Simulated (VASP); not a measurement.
# AlAs (F-43m) in VASP: a series of runs, part 3 of 4

VASP 6.6.1.

## (4) Relaxation of cell and atoms, LDA

This run uses another cell than the first one, of 22.40 Å³/atom, 0.951 times its volume.

File INCAR:

```
PREC     = Accurate       # precision mode
ENCUT    = 600            # plane-wave cutoff, eV
EDIFF    = 1E-7           # SCF threshold, eV
ISMEAR   = 0              # smearing method
SIGMA    = 0.03           # smearing width, eV
LREAL    = False          # projectors in reciprocal space
LASPH    = True           # aspherical terms in the spheres
NELM     = 80             # most SCF steps
ALGO     = Normal         # electronic algorithm
ISIF     = 3              # what is computed and relaxed
LWAVE    = False          # write WAVECAR
LCHARG   = False          # write CHGCAR
IBRION   = 2              # ionic algorithm
NSW      = 90             # ionic steps
EDIFFG   = -0.005         # ionic threshold
```

File KPOINTS:

```
Automatic mesh
0
Gamma
  8 8 8
```

File POSCAR:

```
AlAs                                    
1.0
   -0.0000000000      2.8188932263      2.8188932263
    2.8188932263      0.0000000000      2.8188932263
    2.8188932263      2.8188932263      0.0000000000
  Al              As            
     1     1
Direct
     0.0000000000000000    0.0000000000000000    0.0000000000000000
     0.2500000000000000    0.2500000000000000    0.2500000000000000
```

Potentials or basis: VASP PAW LDA potentials, release 64 (Al, As).

Started as:

```
$ cat potpaw_LDA.64/Al/POTCAR potpaw_LDA.64/As/POTCAR > POTCAR
$ mpirun -np 1 vasp_std > vasp.out
```

OUTCAR:

```text
PREC = Accurate
   ENCUT = 600
   EDIFF = 1E-7
   ISMEAR = 0
   LREAL = False
   LASPH = True
   NELM = 80
   ISIF = 3
   IBRION = 2
   NSW = 90
   EDIFFG = -0.005

 ion  position               nearest neighbor table
   1  0.000  0.000  0.000-   2 2.44   2 2.44   2 2.44   2 2.44
   2  0.250  0.250  0.250-   1 2.44   1 2.44   1 2.44   1 2.44

  LATTYP: Found a face centered cubic cell.
 ALAT       =     5.6377864526

  Lattice vectors:

 A1 = (   0.0000000000,   2.8188932263,   2.8188932263)
 A2 = (   2.8188932263,   0.0000000000,   2.8188932263)
 A3 = (   2.8188932263,   2.8188932263,   0.0000000000)

Analysis of symmetry for initial positions (statically):
=====================================================================
 Subroutine PRICEL returns:
 Original cell was already a primitive cell.

 Routine SETGRP: Setting up the symmetry group for a
 face centered cubic supercell.

 Subroutine GETGRP returns: Found 24 space group operations
 (whereof 24 operations were pure point group operations)
 out of a pool of 48 trial point group operations.

The static configuration has the point symmetry T_d .

Analysis of symmetry for dynamics (positions and initial velocities):
=====================================================================
 Subroutine PRICEL returns:
 Original cell was already a primitive cell.

 Routine SETGRP: Setting up the symmetry group for a
 face centered cubic supercell.

 Subroutine GETGRP returns: Found 24 space group operations
 (whereof 24 operations were pure point group operations)
 out of a pool of 48 trial point group operations.

The dynamic configuration has the point symmetry T_d .

 Subroutine INISYM returns: Found 24 space group operations
 (whereof 24 operations are pure point group operations),
 and found     1 'primitive' translations

----------------------------------------------------------------------------------------

                                     Primitive cell

  volume of cell :      44.7987

  direct lattice vectors                    reciprocal lattice vectors
     0.000000000  2.818893226  2.818893226    -0.177374579  0.177374579  0.177374579
     2.818893226  0.000000000  2.818893226     0.177374579 -0.177374579  0.177374579
     2.818893226  2.818893226  0.000000000     0.177374579  0.177374579 -0.177374579

  length of vectors
     3.986517032  3.986517032  3.986517032     0.307221783  0.307221783  0.307221783

  position of ions in fractional coordinates (direct lattice)
     0.000000000  0.000000000  0.000000000
     0.250000000  0.250000000  0.250000000

  ion indices of the primitive-cell ions
   primitive index   ion index
                 1           1
                 2           2

----------------------------------------------------------------------------------------

 KPOINTS: Automatic mesh

Automatic generation of k-mesh.
 Grid dimensions read from file:
 generate k-points for:    8    8    8

 Generating k-lattice:

  Cartesian coordinates                     Fractional coordinates (reciprocal lattice)
    -0.022171822  0.022171822  0.022171822     0.125000000  0.000000000  0.000000000
     0.022171822 -0.022171822  0.022171822     0.000000000  0.125000000  0.000000000
     0.022171822  0.022171822 -0.022171822     0.000000000  0.000000000  0.125000000

  Length of vectors
     0.038402723  0.038402723  0.038402723

  Shift w.r.t. Gamma in fractional coordinates (k-lattice)
     0.000000000  0.000000000  0.000000000

 Subroutine IBZKPT returns following result:
 ===========================================

 Found     29 irreducible k-points:

 Following reciprocal coordinates:
            Coordinates               Weight
  0.000000  0.000000  0.000000      1.000000
  0.125000  0.000000  0.000000      8.000000
  0.250000  0.000000  0.000000      8.000000
  0.375000  0.000000  0.000000      8.000000
  0.500000  0.000000  0.000000      4.000000
  0.125000  0.125000  0.000000      6.000000
[... 16 lines left out ...]
  0.500000  0.250000  0.125000     48.000000
 -0.375000  0.250000  0.125000     24.000000
 [... further k-points ...]
   k-points           NKPTS =     29   k-points in BZ     NKDIM =     29   number of bands    NBANDS=      8
   number of dos      NEDOS =    301   number of ions     NIONS =      2
   total plane-waves  NPLWV =  32768
   dimension x,y,z NGX =    32 NGY =   32 NGZ =   32
   dimension x,y,z NGXF=    64 NGYF=   64 NGZF=   64
   ions per type =               1   1
   NGX,Y,Z   is equivalent  to a cutoff of  13.34, 13.34, 13.34 a.u.
   NGXF,Y,Z  is equivalent  to a cutoff of  26.69, 26.69, 26.69 a.u.
 SYSTEM =  unknown system
   PREC   = accura    normal or accurate (medium, high low for compatibility)
   ISTART =      0    job   : 0-new  1-cont  2-samecut
   ICHARG =      2    charge: 1-file 2-atom 10-const
   ISPIN  =      1    spin polarized calculation?
   LNONCOLLINEAR =      F non collinear calculations
   LSORBIT =      F    spin-orbit coupling
   LASPH  =      T    aspherical Exc in radial PAW
   ENCUT  =  600.0 eV  44.10 Ry    6.64 a.u.   7.96  7.96  7.96*2*pi/ulx,y,z
   NELM   =     80;   NELMIN=  2; NELMDL= -5     # of ELM steps
   EDIFF  = 0.1E-06   stopping-criterion for ELM
   LREAL  =      F    real-space projection
   EDIFFG = -.5E-02   stopping-criterion for IOM
   NSW    =     90    number of steps for IOM
   IBRION =      2    ionic relax: 0-MD 1-quasi-New 2-CG
   NFREE  =      1    steps in history (QN), initial steepest desc. (CG)
   ISIF   =      3    stress and relaxation
   ISYM   =      2    0-nonsym 1-usesym 2-fastsym
   POTIM  = 0.5000    time-step for ionic-motion
   TEBEG  =    0.0;   TEEND  =   0.0 temperature during run
   PSTRESS=    0.0 pullay stress
   NELECT =       8.0000    total number of electrons
   NUPDOWN=      -1.0000    fix difference up-down
   EMIN   =  10.00;   EMAX   =-10.00  energy-range for DOS
   EFERMI =   0.00;   METHOD = LEGACY
   ISMEAR =     0;   SIGMA  =   0.03  broadening in eV -4-tet -1-fermi 0-gaus
   EFERMI_NEDOS =   21; number of points for ismear=-14 and -15
   IALGO  =     38    algorithm
   IMIX   =      4    mixing-type and parameters
     AMIX     =   0.40;   BMIX     =  1.00
     AMIX_MAG =   1.60;   BMIX_MAG =  1.00
  volume/ion in A,a.u.               =      22.40       151.16
  Fermi-wavevector in a.u.,A,eV,Ry     =   0.921898  1.742135 11.563536  0.849896
  Thomas-Fermi vector in A             =   2.047365
   LORBIT       =      0    0 simple, 1 ext, 2 COOP (PROOUT), +10 PAW based schemes
   GGA     = CA    functional components
   LHFCALC =     F    Hartree Fock is set to
   AEXX    =    0.0000 exact exchange contribution
   IVDW    =     0    specifies the selected vdW correction
   LEPSILON=     F    determine dielectric tensor
   LRPA    =     F    only Hartree local field effects (RPA)
 conjugate gradient relaxation of ions
 non-spin polarized calculation
 Gauss-broadening in eV      SIGMA  =   0.03
  energy-cutoff  :      600.00
  volume of cell :       44.80
 maximum number of plane-waves:      1524
   NGX = 15   NGY = 15   NGZ = 15

 number of electron       8.0000000 magnetization

 Free energy of the ion-electron system (eV)
  ---------------------------------------------------
  ext. energy  EPLUGINS =         0.00000000
  ---------------------------------------------------
  free energy    TOTEN  =       -10.51423637 eV

  energy without entropy =      -10.51423637  energy(sigma->0) =      -10.51423637

 E-fermi :   4.0391     XC(G=0):  -9.3252

 val. band max:        3.8879713926   @ k =   0.0000   0.0000   0.0000
 cond. band min:       5.2056821349   @ k =   0.5000   0.5000   0.0000
 fundamental gap:      1.3177107424
 Fermi energy:         4.0391174100

 k-point     1 :       0.0000    0.0000    0.0000
  band No.  band energies     occupation
      1      -8.0749      2.00000
      2       3.8880      2.00000
      3       3.8880      2.00000
      4       3.8880      2.00000
      5       5.8680      0.00000
      6       8.1543      0.00000
      7       8.1543      0.00000
      8       8.1543      0.00000
[... 243 lines left out ...]
 k-point    24 :      -0.3750    0.2500    0.1250
  band No.  band energies     occupation
      1      -6.3652      2.00000
      2      -1.4396      2.00000
      3       1.1449      2.00000
      4       2.3187      2.00000
      5       7.5039      0.00000
      6       8.0613      0.00000
      7      10.5528      0.00000
      8      11.4956      0.00000

 [... further k-points ...]
[... 5 lines left out ...]
  --------------------------------------------------------------------------------------
  -------------------------------------------------------------------------------------
  Total       -0.0012906     -0.0012906     -0.0012906     -0.0000000     -0.0000000      0.0000000
  in kB       -0.0461576     -0.0461576     -0.0461576     -0.0000000     -0.0000000      0.0000000
  external PRESSURE =      -0.0461576 kB  Pullay stress =       0.0000000 kB

 VOLUME and BASIS-vectors are now :
 -----------------------------------------------------------------------------
  energy-cutoff  :      600.00
  volume of cell :       44.80
      direct lattice vectors                 reciprocal lattice vectors
     0.000000000  2.818893226  2.818893226    -0.177374579  0.177374579  0.177374579
     2.818893226  0.000000000  2.818893226     0.177374579 -0.177374579  0.177374579
     2.818893226  2.818893226  0.000000000     0.177374579  0.177374579 -0.177374579

 POSITION                                       TOTAL-FORCE (eV/Angst)
 -----------------------------------------------------------------------------------
      0.00000      0.00000      0.00000         0.000000     -0.000000     -0.000000
      1.40945      1.40945      1.40945        -0.000000      0.000000      0.000000
 -----------------------------------------------------------------------------------
    total drift:                                0.000000      0.000000      0.000000

  FREE ENERGIE OF THE ION-ELECTRON SYSTEM (eV)
  ---------------------------------------------------
  free  energy   TOTEN  =       -10.5142363731 eV

  energy  without entropy=      -10.5142363731  energy(sigma->0) =      -10.51423637

 reached required accuracy - stopping structural energy minimisation
```

It took 10 s on 1 thread of Intel Xeon Platinum 8259CL at 2.50GHz (Skylake/Cascade Lake), shared host; peak memory 0.15 GiB.

What came out:

* Free energy: -10.5142 eV
* Pressure after relaxing: 0.0 GPa
* Band gap on the k mesh: 1.32 eV, indirect (least direct gap 1.98 eV)

Final structure:
```xyz
2
Lattice="0.0000 2.8189 2.8189 2.8189 0.0000 2.8189 2.8189 2.8189 0.0000" Properties=species:S:1:pos:R:3 pbc="T T T"
Al    0.0000    0.0000    0.0000
As    1.4094    1.4094    1.4094
```

Caveat: the relaxation stopped at its first step, so nothing moved.

## (5) Relaxation of cell and atoms, PBEsol

This run uses another cell than the first one, of 22.67 Å³/atom, 0.963 times its volume.

File INCAR:

```
SYSTEM = AlAs
PREC = Accurate
ENCUT = 600
EDIFF = 1E-6
ISMEAR = 0
SIGMA = 0.03
LREAL = .FALSE.
LASPH = .TRUE.
NELM = 80
ALGO = Normal
ISIF = 3
LWAVE = .FALSE.
LCHARG = .FALSE.
GGA = PS
IBRION = 2
NSW = 90
EDIFFG = -0.01
```

File KPOINTS:

```
Automatic mesh
0
G
  8 8 8
  0 0 0
```

File POSCAR:

```
AlAs
1.0
    0.0000000000      2.8304000000      2.8304000000
    2.8304000000      0.0000000000      2.8304000000
    2.8304000000      2.8304000000      0.0000000000
Al As
1 1
Direct
    0.0000000000      0.0000000000      0.0000000000
    0.2500000000      0.2500000000      0.2500000000
```

Potentials or basis: VASP PAW PBE potentials, release 64 (Al, As).

Started as:

```
$ cat potpaw_PBE.64/Al/POTCAR potpaw_PBE.64/As/POTCAR > POTCAR
$ mpirun -np 1 vasp_std > vasp.out
```

It took 14 s on 1 thread of Intel Xeon Platinum 8488C (Sapphire Rapids), shared host; peak memory 0.19 GiB.

It converged, with:

```
Free energy                            : -10.0649 eV
Relaxed volume                         : 22.93 Å³/atom
Relaxed cell                           : a = 4.018 Å, b = 4.018 Å, c = 4.018 Å, α = 60.00°, β = 60.00°, γ = 60.00°
Space group after relaxing (to 0.05 Å) : F-43m (No. 216)
Energy gained by relaxing              : 0.6 meV/atom
Ionic steps                            : 3
Pressure after relaxing                : 0.0 GPa
Band gap on the k mesh                 : 1.34 eV, indirect (least direct gap 1.89 eV)
```

The path:
```tsv
step	energy change (eV)	largest force (eV/Å)	pressure (GPa)	volume (Å³)
1	0.0000	0.0000	0.82	45.35
2	-0.0010	0.0000	-0.41	46.12
3	-0.0013	0.0000	0.00	45.86
```

Final structure:
```yaml
crystal:
  lattice:
    - [0.00000, 2.84088, 2.84088]
    - [2.84088, 0.00000, 2.84088]
    - [2.84088, 2.84088, 0.00000]
  atoms:
    - { symbol: Al, position: [0.00000, 0.00000, 0.00000] }
    - { symbol: As, position: [0.25000, 0.25000, 0.25000] }
```

Levels at points of the mesh, in eV from the valence-band top:
```tsv
k point	band 2	band 3	band 4	band 5	band 6	band 7
(0.00, 0.00, 0.00)	0.00	0.00	0.00	1.89	4.24	4.24
(0.50, 0.00, 0.00)	-5.55	-0.82	-0.82	2.04	4.62	4.62
(0.50, 0.50, 0.00)	-5.40	-2.16	-2.16	1.34	2.22	10.20
```

Caveat: the PAW data sets were made with another functional, which shifts forces and pressure a little. Zero-point motion and thermal expansion aren't in these numbers.

(Part 3 of 4 ends here.)
